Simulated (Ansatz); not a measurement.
Runs of Ansatz 0.2.0 on P. Symmetry: R-3m, No. 166, trigonal system. The conventional cell has a = 3.451 Å, b = 3.451 Å, c = 9.389 Å, α = 90.00°, β = 90.00°, γ = 120.00°. Around P (site symmetry 3m) lie 3 P at 2.29 Å. This isn't the form of P at room conditions, which is orthorhombic.

| task | level | k mesh | cutoff (eV) | points for each segment of the path | q mesh | gap on the mesh (eV) | pressure (GPa) | V0 of scaled cells (Å³/atom) | B0 (GPa) | largest force (eV/Å) |
| --- | --- | --- | --- | --- | --- | --- | --- | --- | --- | --- |
| band structure | r2SCAN | 9 × 9 × 9 | 500 | 14 | - | none | 0.7 | - | - | (a) |
| equation of state | r2SCAN | 9 × 9 × 9 | 500 | - | - | - | - | 16.26 | 91 | - |
| phonons | PBEsol | 8 × 8 × 8 | 420 | 8 | 2 × 2 × 2 | none | - | - | - | - |
| equation of state | LDA | 9 × 9 × 9 | 420 | - | - | - | - | 15.61 | 95 | - |
| band structure | LDA | 9 × 9 × 9 | 420 | 14 | - | none | -3.0 | - | - | (b) |

Alike in all rows: potentials or basis Ansatz PAW; no spin polarisation; cell as given; smearing fermi-dirac 0.05 eV.

Q: Estimate the missing entries.

A: (a) 0.04; (b) 0.19.

Caveats: the PAW data sets come from PBE, with cores solved anew for the run's functional, which leaves a small shift of forces and pressure (some runs); the cell was scaled at fixed shape and fractional positions, which overstates the stiffness of a crystal with free parameters, most of all of layers and chains (some runs); the PAW data sets were made with another functional, which shifts forces and pressure a little (some runs); some levels weren't fully converged (some runs).

A gap of «none» marks a metal or a gap under the smearing width.
